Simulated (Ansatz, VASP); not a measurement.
Mg in VASP and in Ansatz

INCAR

```
SYSTEM = Mg
PREC = Accurate ; ENCUT = 520
EDIFF = 1E-7 ; ISMEAR = -1
SIGMA = 0.05 ; LREAL = .FALSE.
LASPH = .TRUE. ; NELM = 100
ALGO = Normal ; ISIF = 2
LWAVE = .FALSE. ; LCHARG = .FALSE.
GGA = PS ; NBANDS = 7
```

Contents of KPOINTS:

```
regular mesh
0
G
  14 14 14
  0 0 0
```

File POSCAR:

```
Mg
1.0
   -1.7888821163      1.7888821163      1.7574095483
    1.7888821163     -1.7888821163      1.7574095483
    1.7888821163      1.7888821163     -1.7574095483
Mg
1
Direct
    0.0000000000      0.0000000000      0.0000000000
```

Input for Ansatz:

```yaml
crystal:
  lattice:
    - [-1.78888211626, 1.78888211626, 1.75740954826]
    - [1.78888211626, -1.78888211626, 1.75740954826]
    - [1.78888211626, 1.78888211626, -1.75740954826]
  atoms:
    - { symbol: Mg, position: [0.0, 0.0, 0.0] }
kpoints:
  mp_grid: { grid: [14, 14, 14] }
scf:
  occupations: { method: fermi_dirac, width: 0.05 }
hamiltonian:
  xc: pbesol
  pseudopotentials: { kind: paw }
output:
  forces: true
  stress: true
  eigenvalues: true
  eigenstates:
    nscf_kmesh: { grid: [24, 24, 24] }
    de_dk: true
    e_range: [-14, 14]
  optics:
    e_range: [0, 30]
    de: 0.2
    sigma: 0.15
    bands: { spectra_wanted_up_to: 30 }
    nscf_kmesh: { grid: [24, 24, 24] }
    drude_damping: 0.05
checkpoint:
  write: ck
  write_wavefunctions: false
```

Alike in both runs: task single point; functional PBEsol; k mesh 14 × 14 × 14; occupations fermi-dirac, width 0.05 eV; no spin polarisation.

|  | VASP | Ansatz |
| --- | --- | --- |
| version | VASP 6.6.1 | Ansatz 0.2.0 |
| potentials or method | VASP PAW PBE potentials, release 64 (Mg) | PAW with Ansatz's default frozen-core files, scalar-relativistic |
| plane-wave cutoff (eV) | 520 | 420 |
| valence electrons in the cell | 2 | 10 |

Ansatz gave:

* pressure (GPa): 0.0

**Question.** Estimate VASP's values.

**Answer.** Pressure (GPa): -0.1.

With one functional, cell and mesh, what is left measures potentials, basis and numerics. The two sets of potentials don't hold the same shells in valence. Ansatz warned: «optics_on_partly_filled_bands».

Caveats: the PAW data sets were made with another functional, which shifts forces and pressure a little (VASP).
